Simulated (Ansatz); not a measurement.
Relaxed bulk MoP:

```
CELL_PARAMETERS angstrom
3.20623 0.00000 0.00000
-1.60312 2.77668 0.00000
0.00000 0.00000 3.17414
ATOMIC_POSITIONS crystal
Mo 0.00000 0.00000 0.00000
P 0.33333 0.66667 0.50000
```

Miller indices refer to the conventional cell of P-6m2 (No. 187), a = 3.206 Å, b = 3.206 Å, c = 3.174 Å, α = 90.00°, β = 90.00°, γ = 120.00°.

Consider the (101) slab of 12 planes, 12.2 Å thick with 15 Å of vacuum as cut; outer planes P (top) and Mo (bottom), atoms at the bulk's places.

All numbers below come from DFT PBEsol, scalar-relativistic, plane waves, PAW in Ansatz. Cutoff 420 eV; k points 12×8×1 on the computed 12-atom cell (Γ-centred); Gaussian smearing, width 0.10 eV; no spin polarisation. A dipole correction removes the field between periodic images along c.

**Question.** Estimate the surface energy (mean of both faces).

**Answer.** 4.27 J/m².

**Question.** Estimate the work function.

**Answer.** 5.76 eV (top), 3.74 eV (bottom).

**Question.** Give the dipole of the slab along +c, per cell.

**Answer.** -0.15 e·Å.